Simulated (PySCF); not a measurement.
# One molecule, many functionals

Maleic anhydride, C4H2O3.
SMILES: `O=C1C=CC(=O)O1`

Linear-response calculations in the def2-SVPD basis (PySCF; singlets by full response, triplets Tamm–Dancoff, core orbitals frozen in the response; HF means time-dependent Hartree–Fock). 'Strongest' is the level of largest summed f among the singlets computed (10 roots, of which the last may lack a degenerate partner); it can jump between rows when another state enters that window. S1 is the lowest singlet of each run and needn't be the same state throughout; f(S1) is that of one state. Geometry: PBE0-D3(BJ)/def2-SVP; no solvent, vibrations or thermal averaging.

```json
{"functional": "LDA", "kind": "LDA", "S1 (eV)": "3.01", "f(S1)": "0.000", "strongest (eV)": "5.57", "T1 (eV)": "2.70", "HOMO (eV)": "-7.40", "gap (eV)": "2.84", "ionisation energy, ΔSCF (eV)": "10.77"}
{"functional": "B3LYP", "kind": "global hybrid, 20% exact exchange", "S1 (eV)": "3.68", "f(S1)": "0.000", "strongest (eV)": "5.96", "T1 (eV)": "3.29", "HOMO (eV)": "-8.62", "gap (eV)": "5.04", "ionisation energy, ΔSCF (eV)": "11.03"}
{"functional": "PBE0", "kind": "global hybrid, 25% exact exchange", "S1 (eV)": "3.79", "f(S1)": "0.000", "strongest (eV)": "6.11", "T1 (eV)": "3.35", "HOMO (eV)": "-8.89", "gap (eV)": "5.52", "ionisation energy, ΔSCF (eV)": "11.08"}
{"functional": "BHandHLYP", "kind": "global hybrid, 50% exact exchange", "S1 (eV)": "4.42", "f(S1)": "0.000", "strongest (eV)": "6.72", "T1 (eV)": "3.51", "HOMO (eV)": "-10.55", "gap (eV)": "8.25", "ionisation energy, ΔSCF (eV)": "11.53"}
{"functional": "CAM-B3LYP", "kind": "range-separated hybrid", "S1 (eV)": "4.11", "f(S1)": "0.000", "strongest (eV)": "6.35", "T1 (eV)": "3.57", "HOMO (eV)": "-10.37", "gap (eV)": "8.13", "ionisation energy, ΔSCF (eV)": "11.46"}
{"functional": "wB97X-D", "kind": "range-separated hybrid", "S1 (eV)": "4.08", "f(S1)": "0.000", "strongest (eV)": "6.33", "T1 (eV)": "3.65", "HOMO (eV)": "-10.82", "gap (eV)": "9.23", "ionisation energy, ΔSCF (eV)": "11.38"}
{"functional": "LC-wPBE", "kind": "range-separated hybrid", "S1 (eV)": "4.34", "f(S1)": "0.000", "strongest (eV)": "6.67", "T1 (eV)": "3.51", "HOMO (eV)": "-11.67", "gap (eV)": "10.57", "ionisation energy, ΔSCF (eV)": "11.77"}
{"functional": "HF", "kind": "Hartree–Fock", "S1 (eV)": "5.35", "f(S1)": "0.000", "strongest (eV)": "6.44", "T1 (eV)": "3.15", "HOMO (eV)": "-12.31", "gap (eV)": "12.79", "ionisation energy, ΔSCF (eV)": "not settled"}
```

**Question.** What does PBE (GGA) give?

**Answer.** S1 (eV) 3.07, f(S1) 0.000, strongest (eV) 5.57, T1 (eV) 2.71, HOMO (eV) -7.19, gap (eV) 2.92, ionisation energy, ΔSCF (eV) 10.50. S1 runs from 3.01 eV (LDA) to 5.35 eV (HF), a spread of 2.34 eV, while the orbital gap spreads over 9.9 eV. Along PBE (0%), B3LYP (20%), PBE0 (25%), BHandHLYP (50%), HF (100%) S1 rises with the share of exact exchange. −ε(HOMO) comes closest to its own ΔSCF ionisation energy with LC-wPBE (-0.10 eV) and misses most with LDA (-3.37 eV). 'Not settled' means that the ion's SCF failed to converge or may have ended in another state than the lowest.
